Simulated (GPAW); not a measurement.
Runs of GPAW 26.7.0 on FeO (Wuestite). It takes space group Fm-3m (No. 225, cubic). The conventional cell has a = 4.311 Å, b = 4.311 Å, c = 4.311 Å, α = 90.00°, β = 90.00°, γ = 90.00°. Fe (site symmetry m-3m) has 6 O at 2.16 Å as nearest neighbours. O (site symmetry m-3m) is surrounded by 6 Fe at 2.16 Å. 

```tsv
task	level	cell	optimizer	fmax	max steps	convergence	band path	gap on the mesh (eV)	pressure (GPa)	moment (μB)	relaxed volume (Å³/atom)
relaxation of cell and atoms	RPBE+D4	relaxed	LBFGS	0.05 eV/Å	60	density=1e-05 forces=0.0001	-	none	0.0	4.00	(a)
band structure	revPBE	as given	-	-	-	-	GXWKGLUWLK,UX	-	5.2	4.00	-
relaxation of cell and atoms	revPBE+D3(BJ)	relaxed	BFGS	0.02 eV/Å	40	density=1e-05 forces=0.0001	-	none	0.0	4.00	(b)
band structure	RPBE	as given	-	-	-	-	GXWKGLUWLK,UX	-	6.7	4.00	-
relaxation of cell and atoms	revPBE	relaxed	FIRE	0.05 eV/Å	40	density=1e-05 forces=0.0001	-	none	0.4	4.00	10.27
```

Alike in all rows: potentials or basis the program's PAW data sets (release 1.2.1) made for this functional, pw; spin collinear, ferromagnetic start; k mesh 11 × 11 × 11; cutoff (eV) 800; smearing fermi-dirac 0.05 eV.

Problem. Estimate the missing entries.

Solution. (a) 9.89; (b) 9.94.

Caveats: a cell with one magnetic atom can't hold antiferromagnetic order, which such compounds often take; semilocal functionals often make such compounds metallic where correlation or magnetic order opens a gap, which also shifts bond lengths; each step starts from the last one's moments, so a moment once lost doesn't come back (some runs); later steps reuse the first step's grids (some runs); pairwise dispersion overbinds metals, which lowers pressure and volume (some runs).

A gap of «none» marks a metal or a gap under the smearing width.

Runs at the PBE level aren't shown here.
